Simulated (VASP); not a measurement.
W7S16 (a cell with a defect), 23 atoms in the cell. The cell holds a defect, 23 atoms: a = 6.306 Å, b = 6.306 Å, c = 12.323 Å, α = 90.00°, β = 90.00°, γ = 120.00°. 

```yaml
Program: VASP 6.6.1
Task: single point
Functional: LDA
Potentials_or_basis: VASP PAW LDA potentials, release 64 (W_sv, S)
Cutoff: 350 eV
k_mesh: 3 × 3 × 2
Occupations: gaussian, width 0.03 eV
Spin: collinear spin, ferromagnetic start
Starting_moments: "[0.0, 0.0, 0.0, 0.0, 0.0, 0.0, 0.0, 0.0, 0.0, 0.0, 0.0, 0.33, 0.33, 0.33, 0.0, 0.0, 0.0, 0.0, 0.0, 0.33, 0.33, 0.33, 0.0] μB"
Fixed_moment: 2 μB
Dq: 0
Further_INCAR_settings: LREAL = Auto; ALGO = Normal; EDIFF = 1e-05; ISYM = 0
```

Potentials or basis: VASP PAW LDA potentials, release 64 (W_sv, S).

Command:

```bash
$ cat potpaw_LDA.64/W_sv/POTCAR potpaw_LDA.64/S/POTCAR > POTCAR
$ mpirun -np 4 vasp_std > vasp.out
```

Hardware: 4 MPI ranks on Intel(R) Xeon(R) Platinum 8559C (Emerald Rapids), on a shared host.

**Question.** Estimate the wall time of this run.

**Answer.** Wall time 6.4 min on 4 MPI ranks on Intel(R) Xeon(R) Platinum 8559C (Emerald Rapids), on a shared host, peak memory 0.51 GiB a rank. Counts: scf iterations 15, k points 10.
